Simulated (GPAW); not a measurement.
Set up this calculation in GPAW 26.7.0, as an ASE script.

* Task: single point
* Functional: PBE
* Potentials or basis: GPAW PAW data sets (gpaw-data 1.2.1)
* Cutoff: 600 eV
* Basis: pw
* k mesh: 7 × 7 × 6
* Occupations: gaussian, width 0.025 eV
* Spin: no spin polarisation
* Maxiter: 150

Crystal: Se.

```
Se
1.0
     4.36620    0.00000    0.00000
    -2.18310    3.78124    0.00000
     0.00000    0.00000    4.95360
Se
3
Direct
  0.77460 0.77460 0.00000
  0.00000 0.22540 0.66667
  0.22540 0.00000 0.33333
```

These files were run (other wordings do the same):

run.py

```python
from ase import Atoms
from ase.dft.bandgap import bandgap
from ase.io import write
from ase.units import GPa
from gpaw import GPAW, PW

atoms = Atoms(['Se', 'Se', 'Se'],
              cell=[[4.3662, 0.0, 0.0],
                    [-2.1831, 3.781240118, 0.0],
                    [0.0, 0.0, 4.9536]],
              scaled_positions=[[0.7746, 0.7746, 0.0],
                                [0.0, 0.2254, 0.6666666667],
                                [0.2254, 0.0, 0.3333333333]],
              pbc=True)

calc = GPAW(mode=PW(600),
            xc='PBE',
            kpts={'size': (7, 7, 6), 'gamma': True},
            occupations={'name': 'methfessel-paxton', 'order': 0, 'width': 0.025},
            nbands=19,
            convergence={'density': 1e-05, 'energy': 1e-05},
            maxiter=150,
            txt='gpaw.txt')
atoms.calc = calc
energy = atoms.get_potential_energy()
forces = atoms.get_forces()
stress = atoms.get_stress()
calc.write('gs.gpw')
write('result.traj', atoms)
print(f'Energy: {energy:.6f} eV')
print('Forces (eV/A):')
print(forces.round(4))
print('Stress (GPa):', (stress / GPa).round(3))
print('Fermi level:', round(calc.get_fermi_level(), 4), 'eV')
print(f'Gap: {bandgap(calc)[0]:.4f} eV, direct: {bandgap(calc, direct=True)[0]:.4f} eV')
```

Potentials or basis: GPAW PAW data sets (gpaw-data 1.2.1), pw.

Run with:

```bash
$ OMP_NUM_THREADS=1 python run.py
```

It gave:

```yaml
Pressure: 2.8 GPa
Largest_force: 0.420 eV/Å
Band_gap_on_the_k_mesh: 1.21 eV, indirect (least direct gap 1.47 eV)
```

Caveat: an odd mesh through Γ misses points on the zone boundary, where band edges often lie.

Run time: 66 s on 1 thread of Arm Neoverse V1, with other jobs on the host, peak memory 0.26 GiB.
